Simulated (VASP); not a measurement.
A run of VASP 6.6.1 is set up as follows.

The input INCAR:

```
ALGO     = Normal         # electronic algorithm
EDIFF    = 1E-6           # SCF threshold, eV
EDIFFG   = -0.01          # ionic threshold
ENCUT    = 520            # plane-wave cutoff, eV
GGA      = PE             # functional
IBRION   = 2              # ionic algorithm
ISIF     = 3              # what is computed and relaxed
ISMEAR   = 0              # smearing method
LASPH    = True           # aspherical terms in the spheres
LCHARG   = False          # write CHGCAR
LREAL    = False          # projectors in reciprocal space
LWAVE    = False          # write WAVECAR
NELM     = 120            # most SCF steps
NSW      = 90             # ionic steps
PREC     = Accurate       # precision mode
SIGMA    = 0.1            # smearing width, eV
```

File KPOINTS:

```
k-points
0
Gamma
  21 21 21
```

File POSCAR:

```
C
1.0
    0.0000000000      1.7833700000      1.7833700000
    1.7833700000      0.0000000000      1.7833700000
    1.7833700000      1.7833700000      0.0000000000
C
2
Direct
    0.5000000000      0.5000000000      0.5000000000
    0.7500000000      0.7500000000      0.7500000000
```

Potentials or basis: VASP PAW PBE potentials, release 64 (C).

Run with:

```sh
$ cat potpaw_PBE.64/C/POTCAR > POTCAR
$ mpirun -np 1 vasp_std > vasp.out
```

Question: What does it give for the relaxed volume?

Answer: 5.70 Å³/atom.

Question: What does it give for the space group after relaxing (to 0.05 Å)?

Answer: Fd-3m (No. 227).

Question: Predict the relaxed cell.

Answer: a = 2.527 Å, b = 2.527 Å, c = 2.527 Å, α = 60.00°, β = 60.00°, γ = 60.00°.

Question: Predict the band gap on the k mesh.

Answer: 4.13 eV, indirect (least direct gap 5.57 eV).

Final structure:
```cif
data_structure
_symmetry_space_group_name_H-M 'P 1'
_symmetry_Int_Tables_number 1
_cell_length_a 2.5268
_cell_length_b 2.5268
_cell_length_c 2.5268
_cell_angle_alpha 60.000
_cell_angle_beta 60.000
_cell_angle_gamma 60.000
_cell_volume 11.41
loop_
_atom_site_label
_atom_site_type_symbol
_atom_site_fract_x
_atom_site_fract_y
_atom_site_fract_z
_atom_site_occupancy
C1 C 0.50000 0.50000 0.50000 1
C2 C 0.75000 0.75000 0.75000 1
```

Caveat: an odd mesh through Γ misses points on the zone boundary, where band edges often lie. A hybrid or GW would open this gap; PBE tends to underestimate it.
